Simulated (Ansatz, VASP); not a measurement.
## Sb in VASP and in Ansatz

INCAR

```
SYSTEM = Sb
PREC = Accurate
ENCUT = 520
EDIFF = 1E-6
ISMEAR = -1
SIGMA = 0.1
LREAL = .False.
LASPH = .True.
NELM = 80
ALGO = Normal
ISIF = 2
LWAVE = .False.
LCHARG = .False.
GGA = PE
NBANDS = 8
```

Contents of KPOINTS:

```
Automatic mesh
0
Gamma
  11 11 11
  0 0 0
```

File POSCAR:

```
Sb
1.0
    3.0205975233      0.0000000000      0.0000000000
    0.0000000000      3.0205975233      0.0000000000
    0.0000000000      0.0000000000      3.0205975233
Sb
1
Direct
    0.0000000000      0.0000000000      0.0000000000
```

Input for Ansatz:

```yaml
crystal:
  lattice:
    - [3.0205975233, 0.0, 0.0]
    - [0.0, 3.0205975233, 0.0]
    - [0.0, 0.0, 3.0205975233]
  atoms:
    - { symbol: Sb, position: [0.0, 0.0, 0.0] }
hamiltonian:
  xc: pbe
  pseudopotentials:
    kind: paw
    azcp:
      Sb: "pseudopotentials/Sb.paw.azcp"
basis:
  ecutwfc: 420
  fft_grid_basis: typed
kpoints:
  mp_grid: { grid: [11, 11, 11], shift: [0, 0, 0] }
magnetization:
  spin_polarized: false
scf:
  occupations: { method: fermi_dirac, width: 0.1 }
  lower_state_search: "off"
output:
  stress: true
```

Alike in both runs: task single point; functional PBE; k mesh 11 × 11 × 11; occupations fermi-dirac, width 0.1 eV; no spin polarisation.

|  | VASP | Ansatz |
| --- | --- | --- |
| version | VASP 6.6.1 | Ansatz 0.2.0 |
| potentials or method | VASP PAW PBE potentials, release 64 (Sb) | plane waves (420 eV) with PAW, scalar-relativistic |
| plane-wave cutoff (eV) | 520 | 420 |
| valence electrons in the cell | 5 | 15 |

```csv
,VASP,Ansatz,Ansatz less VASP
pressure (GPa),6.0,6.0,-0.03
```

The two sets of potentials don't hold the same shells in valence.

Spin-orbit coupling is left out, which matters for the levels of Sb.
